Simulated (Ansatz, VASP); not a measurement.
One calculation of HfN, two programs

```xyz
2
Lattice="0.0000 2.2816 2.2590 2.2816 0.0000 2.2590 2.2816 2.2816 0.0000" Properties=species:S:1:pos:R:3 pbc="T T T"
Hf    0.0000    0.0000    0.0000
N     2.2816    2.2816    2.2590
```

Change from the starting cell: equal xx and yy strain of +1 %, crystal datasets.

Alike in both runs: task electric field gradients; functional LDA; k mesh 10 × 10 × 10; occupations fermi-dirac, width 0.03 eV; no spin polarisation.

|  | VASP | Ansatz |
| --- | --- | --- |
| version | VASP 6.6.1 | Ansatz 0.2.0 |
| potentials or method | VASP PAW LDA potentials, release 64 (Hf_pv, N), cutoff 520 eV | all-electron PAW with datasets made for the crystal, scalar-relativistic |

```csv
,VASP,Ansatz,Ansatz less VASP
pressure (GPa),-15.5,-14.2,+1.33
largest component of the traceless stress (GPa),2.46,2.50,+0.044
Vzz of the field gradient on the site that differs most (V/Å²),-38.1,-43.5,-5.45
```

Ansatz ran all-electron here, so the differences hold the error of VASP's frozen core and of both bases. Ansatz warned: «gradients_without_spin_orbit».

Caveats: so large a pressure means that the cell lies far from this level's equilibrium, or that cutoff or potentials fall short (VASP). The runs have no spin-orbit coupling, so splittings on Hf are missing.
